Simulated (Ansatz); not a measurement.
# Na (Im-3m) in Ansatz: settings compared, part 2 of 2

Ansatz 0.2.0.

## 4. Relaxation of cell and atoms, PBE+D3(BJ)-ATM

input.yaml

```yaml
crystal:
  lattice:
    - [-2.141, 2.141, 2.141]
    - [2.141, -2.141, 2.141]
    - [2.141, 2.141, -2.141]
  atoms:
    - { symbol: Na, position: [0.0, 0.0, 0.0] }
hamiltonian:
  xc: pbe
  pseudopotentials: { kind: paw }
  dispersion: d3bjatm
kpoints:
  mp_grid: { grid: [9, 9, 9] }
scf:
  occupations: { method: fermi_dirac, width: 0.05 }
output:
  forces: true
  stress: true
  eigenvalues: true
relax:
  f_tol: 0.01
  max_steps: 40
  cell: { stress_tol: 0.05 }
```

Potentials or basis: Ansatz PAW.

Launch:

```console
$ ansatz run input.yaml --threads 2 --pin off --max-ram 5632MiB --backend cpu --events-out ev --progress --plain --runs-dir out
```

Log:

```text
Warning: RAYON_NUM_THREADS=2 ignored (pool sized by the plan → 2); use --threads N
Engine: ansatz 0.2.0, x86_64-unknown-linux-gnu
Pseudopotentials: kind: paw
Pseudopotential: Na, paw, valence charge 9, recommended cutoff 420 eV (normal), Na.paw.azcp
Functional definition: PBE
  parameter kappa = 0.804
  parameter beta = 0.06672455060314922
  exchange = pbe_x(kappa = kappa, mu = beta*pi^2/3)
  correlation = pbe_c(beta = beta)
Crystal: 1 atoms, lattice volume = 39.256 Å³
Basis set: ecut = 420 eV, 767 PW (Γ), exchange–correlation on 50×50×50 points (8 copies of the dense FFT grid, shifted against one another)
Bands: 9, of which v1, the nominal top of the filled ones, is band 5 counted from 1 (4 counted from 0)
Symmetry: 48 space group operations
Space group: Im-3m (ITA 229), of the structure as read, at distance tolerance 3.4e-5 Å
k-points: 35 of 729
Non-local potential: Na, projectors of the file, l = 0: 3, l = 1: 2, l = 2: 1
PAW form: soft (Blöchl's): semilocal exchange-correlation on the pseudo side does not see the compensation charge
PAW one-centre angular grid: Na, 110 points (default); XC on 64 Gauss nodes
Initial density: superposition of atomic densities (neutral atoms: chi_scale 0, normalization atom), corrected by the library's trained network
Initial wavefunctions: pseudopotential atomic-orbital guess
Functional: x = pbe(κ = 0.804, μ = 0.2195149727645171), c = pbe(β = 0.06672455060314922)
SCF iter   1: F=—  HF=-1486.560512 eV  |F-HF|=—  |Δ(HF+E_count)|=         —  Δρ=4.72e-4  dr2=4.15e-5  ethr=1.77e-3  ⟨swp⟩=5.1  Hψ=2042  notcnv=0
preconditioner: auto → none  [insulator: Δε(μ)=0.192 eV  Ē_g=7.591 eV  σ=0.050 eV  W_gap=0.74  n_scr=12 (ndim 8)  ℏωp=5.9 eV  f_vac=0.000  D(μ)=0.38/eV (n_scr^D=0)  ε∞_Penn≈1.6]
SCF iter   2: F=—  HF=-1486.560380 eV  |F-HF|=—  |Δ(HF+E_count)|=   1.32e-4  Δρ=1.50e-4  dr2=4.30e-6  ethr=4.61e-7  ⟨swp⟩=2.1  Hψ=772  notcnv=0
SCF iter   3: F=—  HF=-1486.560396 eV  |F-HF|=—  |Δ(HF+E_count)|=   1.66e-5  Δρ=4.74e-5  dr2=5.82e-7  ethr=4.77e-8  ⟨swp⟩=2.0  Hψ=429  notcnv=0
iter 4 did not close the SCF: its close was put off for the readings that it lacked (scf_convergence_deferred on its scf_iter line)
SCF iter   4: F=-1486.560401 eV  HF=-1486.560401 eV  |F-HF|=8.15e-8  |Δ(HF+E_count)|=   5.07e-6  Δρ=1.88e-5  dr2=5.40e-8  ethr=6.47e-9  ⟨swp⟩=2.0  Hψ=469  notcnv=0
iter 5 did not close the SCF: its close was put off for the readings that it lacked (scf_convergence_deferred on its scf_iter line)
SCF iter   5: F=-1486.560401 eV  HF=-1486.560401 eV  |F-HF|=2.75e-9  |Δ(HF+E_count)|=   4.60e-8  Δρ=3.61e-6  dr2=1.83e-9  ethr=6.00e-10  ⟨swp⟩=2.0  Hψ=448  notcnv=0
SCF iter   6: F=-1486.560401 eV  HF=-1486.560401 eV  |F-HF|=1.21e-11  |Δ(HF+E_count)|=   1.58e-9  Δρ=2.48e-7  dr2=9.20e-12  ethr=2.03e-11  ⟨swp⟩=2.0  Hψ=1009  notcnv=0
SCF 1 converged in 6 iterations: F = -1486.560401 eV  dr2 = 9.20e-12
relax step   1: F+E_penalty+E_count = -1486.56040130 eV  Δ(F+E_penalty+E_count) = +0.000e0 eV  max|allowed force component| = 0.000e0 eV/Å  Δτ_max = 0.0000 Å  P = -0.963 GPa  Ω = 39.256 Å³  (6 SCF iters, dr2 threshold 1.00e-7 eV, accepted)
Crystal: 1 atoms, lattice volume = 38.341 Å³
Initial density: handed on by an earlier stage of this run
Initial wavefunctions: those handed on with the density
iter 1 solved again at ethr=5.51e-8 eV; its pass at ethr=3.10e-3 eV (dr2=4.96e-6 eV) is discarded
SCF iter   1: F=—  HF=-1486.565554 eV  |F-HF|=—  |Δ(HF+E_count)|=         —  Δρ=7.70e-5  dr2=4.01e-6  ethr=5.51e-8  ⟨swp⟩=2.9  Hψ=3232  notcnv=0
preconditioner: auto → none  [insulator: Δε(μ)=0.194 eV  Ē_g=7.704 eV  σ=0.050 eV  W_gap=0.75  n_scr=12 (ndim 8)  ℏωp=6.0 eV  f_vac=0.000  D(μ)=0.37/eV (n_scr^D=0)  ε∞_Penn≈1.6]
SCF iter   2: F=—  HF=-1486.565557 eV  |F-HF|=—  |Δ(HF+E_count)|=   2.26e-6  Δρ=3.41e-5  dr2=6.64e-7  ethr=4.46e-8  ⟨swp⟩=2.1  Hψ=442  notcnv=0
SCF iter   3: F=-1486.565557 eV  HF=-1486.565557 eV  |F-HF|=2.17e-9  |Δ(HF+E_count)|=   5.03e-8  Δρ=5.73e-6  dr2=2.27e-8  ethr=1.11e-9  ⟨swp⟩=3.0  Hψ=1031  notcnv=0
SCF 2 converged in 3 iterations: F = -1486.565557 eV  dr2 = 2.27e-8
relax step   2: F+E_penalty+E_count = -1486.56555656 eV  Δ(F+E_penalty+E_count) = -5.155e-3 eV  max|allowed force component| = 0.000e0 eV/Å  Δτ_max = 0.0000 Å  P = -0.837 GPa  Ω = 38.341 Å³  energy of the carried Pulay correction = +9.709e-6 eV  (3 SCF iters, dr2 threshold 1.00e-7 eV, accepted)
[... 15 lines left out ...]
SCF iter   2: F=—  HF=-1486.577700 eV  |F-HF|=—  |Δ(HF+E_count)|=   5.64e-6  Δρ=6.97e-5  dr2=2.31e-6  ethr=1.55e-7  ⟨swp⟩=2.1  Hψ=435  notcnv=0
SCF iter   3: F=-1486.577700 eV  HF=-1486.577700 eV  |F-HF|=2.41e-8  |Δ(HF+E_count)|=   3.19e-7  Δρ=1.19e-5  dr2=8.56e-8  ethr=1.11e-9  ⟨swp⟩=3.1  Hψ=1094  notcnv=0
SCF 4 converged in 3 iterations: F = -1486.577700 eV  dr2 = 8.56e-8
relax step   4: F+E_penalty+E_count = -1486.57769981 eV  Δ(F+E_penalty+E_count) = -6.429e-4 eV  max|allowed force component| = 0.000e0 eV/Å  Δτ_max = 0.0000 Å  P = -0.039 GPa  Ω = 34.260 Å³  energy of the carried Pulay correction = +5.597e-5 eV  (3 SCF iters, dr2 threshold 1.00e-7 eV, accepted)
Basis set: ecut = 420 eV, 675 PW (Γ), exchange–correlation on 48×48×48 points (8 copies of the dense FFT grid, shifted against one another)
Initial wavefunctions: pseudopotential atomic-orbital guess (no wavefunctions were taken with the density)
iter 1 solved again at ethr=4.64e-8 eV; its pass at ethr=3.10e-3 eV (dr2=4.18e-6 eV) is discarded
SCF iter   1: F=—  HF=-1486.577513 eV  |F-HF|=—  |Δ(HF+E_count)|=         —  Δρ=9.12e-5  dr2=4.81e-7  ethr=4.64e-8  ⟨swp⟩=3.3  Hψ=2944  notcnv=0
SCF iter   2: F=—  HF=-1486.577518 eV  |F-HF|=—  |Δ(HF+E_count)|=   5.37e-6  Δρ=3.89e-5  dr2=6.78e-8  ethr=5.34e-9  ⟨swp⟩=2.0  Hψ=420  notcnv=0
SCF iter   3: F=—  HF=-1486.577519 eV  |F-HF|=—  |Δ(HF+E_count)|=   1.46e-7  Δρ=1.18e-5  dr2=6.44e-9  ethr=7.54e-10  ⟨swp⟩=1.0  Hψ=320  notcnv=0
SCF iter   4: F=-1486.577519 eV  HF=-1486.577519 eV  |F-HF|=2.05e-12  |Δ(HF+E_count)|=   1.57e-8  Δρ=1.53e-7  dr2=1.89e-12  ethr=1.00e-12  ⟨swp⟩=4.0  Hψ=1283  notcnv=0
SCF 5 converged in 4 iterations: F = -1486.577519 eV  dr2 = 1.89e-12
relax step   5: F+E_penalty+E_count = -1486.57751861 eV  Δ(F+E_penalty+E_count) = +1.812e-4 eV  max|allowed force component| = 0.000e0 eV/Å  Δτ_max = 0.0000 Å  P = -0.033 GPa  Ω = 34.260 Å³  stress off target by 3.26e-2 GPa  SCF on the basis re-selected at this cell (its energy is not comparable with the rows above)  (4 SCF iters)
basis re-selected at this cell: Δ(F+E_penalty+E_count) = +1.812e-4 eV, ΔP = +0.007 GPa vs the last step (what re-selecting the basis moved, of the pressure what is left beyond the Pulay correction that the steps carried, after the strain that the cell walked since its last selection, with what the two solves' SCF thresholds leave and, on support functions, any second-order correction that the steps lacked; it is no measure of the basis error at this ecutwfc). The dense FFT grid was sized anew with the basis: this SCF ran on 24×24×24 points, the steps before it on 25×25×25, so part of this shift can come from that change (see relax.cell in the input reference). This SCF's stress stands 3.26e-2 GPa from its target on what of the cell is left free (relax.cell.stress_tol is 5.00e-2 GPa) and its largest allowed force component is 0.00e0 eV/Å (relax.f_tol is 1.00e-2 eV/Å): within both
SCF converged after 4 iterations
Free energy (F): -1486.577519 eV
Harris-Foulkes:  -1486.577519 eV  (|F-HF|=2.05e-12)
Internal energy: -1486.574447 eV  (E = F + TS)
E sigma→0 (E₀):  -1486.575983 eV
Entropy (-TS):   -0.003072 eV (-3.072 meV/atom)
Fermi energy:    2.076116 eV
--- Per-component energies (eV) ---
  E_band       = -237.597297
  E_kinetic    = 120.347231
  E_local      = -1419.504370  (includes V_loc(G=0)·N_el)
  E_nonlocal   = 115.166301
  E_hartree    = 517.863067
  E_xc         = -38.474891
  E_vxc        = -49.439401  (∫ρ·V_xc dr)
  E_paw        = -263.158909  (= ΣΔE_a)
  E_vpaw       = -39.893169  (= ΣTr[D̂ρ^β])
  E_aug_tail   = -0.000024  (compensation charges beyond the density's cutoff)
  E_ewald      = -518.653052
  E_disp       = -0.159799  (pairwise vdW)
  E_smearing   = -0.003072  (= −TS)
  E_closure    = -0.000000  (closes the sum)
  Σ components = -1486.577519   (vs F -1486.577519, Δ=0.00e0)
--- Forces (eV/Å), atoms counted from 1 ---
  atom   1  Na    -0.00000000     0.00000000    -0.00000000
  max |Σ_I F_I| component: 1.27e-31 eV/Å
--- Stress (GPa, compression-positive) ---
       -0.032573       0.000000      -0.000000
        0.000000      -0.032573       0.000000
       -0.000000       0.000000      -0.032573
  P = ⅓ Tr σ = -0.0326 GPa (-0.326 kbar)
--- Band table (eV; the first three rows and the last of 35) ---
  k-point 0: bands = ["-50.8527", "-22.7527", "-22.7527", "-22.7527", "-1.3517", "14.3437", "14.3437", "14.3437", "15.3905"]
  k-point 1: bands = ["-50.8524", "-22.7583", "-22.7546", "-22.7527", "-1.1225", "12.0321", "13.2304", "13.6947", "14.1651"]
  k-point 2: bands = ["-50.8515", "-22.7723", "-22.7592", "-22.7527", "-0.4411", "9.0845", "11.9792", "12.8025", "13.0177"]
  k-point 34: bands = ["-50.8477", "-22.7863", "-22.7854", "-22.7854", "5.4497", "6.8508", "7.3583", "7.3583", "8.3320"]
--- Relaxed structure (4 steps of the walk, 4 accepted, 1 SCFs on fresh bases) ---
  F+E_penalty+E_count = -1486.57751861 eV   max|allowed force component| = 0.000e0 eV/Å   (the final SCF, on the basis selected at the relaxed cell)
  cell:  # Å, volume = 34.2602 Å³
    - [-2.0460196705597102, 2.0460196705597102, 2.0460196705597102]
    - [2.0460196705597102, -2.0460196705597102, 2.0460196705597102]
    - [2.0460196705597102, 2.0460196705597102, -2.0460196705597102]
  atoms:
    - { symbol: Na, position: [0.0, 0.0, 0.0] }
```

Wall time 0.85 s (2 threads of AMD EPYC 9R45 (Zen 5), shared host); peak memory 0.34 GiB.

What came out:

| Quantity | Value |
| --- | --- |
| Free energy | -1486.5775 eV |
| Relaxed volume | 34.26 Å³/atom |
| Relaxed cell | a = 3.544 Å, b = 3.544 Å, c = 3.544 Å, α = 109.47°, β = 109.47°, γ = 109.47° |
| Space group after relaxing (to 0.05 Å) | Im-3m (No. 229) |
| Energy gained by relaxing | 17.1 meV/atom |
| Ionic steps | 5 |
| Pressure after relaxing | 0.0 GPa |
| Band gap on the k mesh | none (metal or under the smearing width) |

Step by step:
```csv
step,energy change (eV),largest force (eV/Å),volume (Å³)
1,0.0000,0.0000,39.26
2,-0.0052,0.0000,38.34
3,-0.0167,0.0000,33.22
4,-0.0173,0.0000,34.26
5,-0.0171,0.0000,34.26
```

Final structure:
```xyz
1
Lattice="-2.0460 2.0460 2.0460 2.0460 -2.0460 2.0460 2.0460 2.0460 -2.0460" Properties=species:S:1:pos:R:3 pbc="T T T"
Na    0.0000    0.0000    0.0000
```

Caveat: the plane-wave basis is chosen anew once the cell has moved, so the energies of steps on either side of that aren't comparable; pairwise dispersion overbinds metals, which lowers pressure and volume.

## 5. Relaxation of cell and atoms, PBE+D4

input.yaml, as its differences from that of step 4:

```diff
@@ -10,3 +10,3 @@
   pseudopotentials: { kind: paw }
-  dispersion: d3bjatm
+  dispersion: d4
 kpoints:
@@ -19,2 +19,6 @@
   eigenvalues: true
+  write_density: true
+  write_potential: true
+  elf: true
+  volumetric_format: npy
 relax:
```

Launch:

```console
$ ansatz run input.yaml --threads 2 --pin off --max-ram 5632MiB --backend cpu --events-out ev --progress --plain --runs-dir out
```

It took 0.96 s on 2 threads of AMD EPYC 9R45 (Zen 5), shared host; peak memory 0.34 GiB.

It converged, with:

```yaml
Free_energy: -1486.4368 eV
Relaxed_volume: 36.65 Å³/atom
Relaxed_cell: a = 3.624 Å, b = 3.624 Å, c = 3.624 Å, α = 109.47°, β = 109.47°, γ = 109.47°
Space_group_after_relaxing_to_0.05_Å: Im-3m (No. 229)
Energy_gained_by_relaxing: 4.2 meV/atom
Ionic_steps: 6
Pressure_after_relaxing: 0.0 GPa
Band_gap_on_the_k_mesh: none (metal or under the smearing width)
```

Step by step:
| step | energy change (eV) | largest force (eV/Å) | volume (Å³) |
| --- | --- | --- | --- |
| 1 | 0.0000 | 0.0000 | 39.26 |
| 2 | -0.0013 | 0.0000 | 38.80 |
| 3 | -0.0042 | 0.0000 | 36.39 |
| 4 | -0.0041 | 0.0000 | 36.39 |
| 5 | -0.0042 | 0.0000 | 36.65 |
| 6 | -0.0042 | 0.0000 | 36.65 |

Final structure:
```
CELL_PARAMETERS angstrom
-2.09248 2.09248 2.09248
2.09248 -2.09248 2.09248
2.09248 2.09248 -2.09248
ATOMIC_POSITIONS crystal
Na 0.00000 0.00000 0.00000
```

Levels at points of the mesh, in eV from the Fermi level:
| k point | band 2 | band 3 | band 4 | band 5 | band 6 | band 7 |
| --- | --- | --- | --- | --- | --- | --- |
| (0.00, 0.00, 0.00) | -24.88 | -24.88 | -24.88 | -3.28 | 11.82 | 11.82 |

Caveat: the plane-wave basis is chosen anew once the cell has moved, so the energies of steps on either side of that aren't comparable; pairwise dispersion overbinds metals, which lowers pressure and volume.

## 6. The runs side by side

| level | gap on the mesh (eV) | pressure (GPa) | relaxed volume (Å³/atom) |
| --- | --- | --- | --- |
| PBE | none | 0.0 | 36.70 |
| PBE+D3(BJ) | none | 0.0 | 34.06 |
| PBE+D3(BJ)-ATM | none | 0.0 | 34.26 |
| PBE+D4 | none | 0.0 | 36.65 |

Alike in all rows: task relaxation of cell and atoms; potentials or basis Ansatz PAW; no spin polarisation; cell relaxed; k mesh 9 × 9 × 9; cutoff (eV) 420; smearing fermi-dirac 0.05 eV.

Caveats: the plane-wave basis is chosen anew once the cell has moved, so the energies of steps on either side of that aren't comparable; pairwise dispersion overbinds metals, which lowers pressure and volume (some runs).

Total energies depend on the potentials used, so only differences within one code and one set of settings carry meaning.
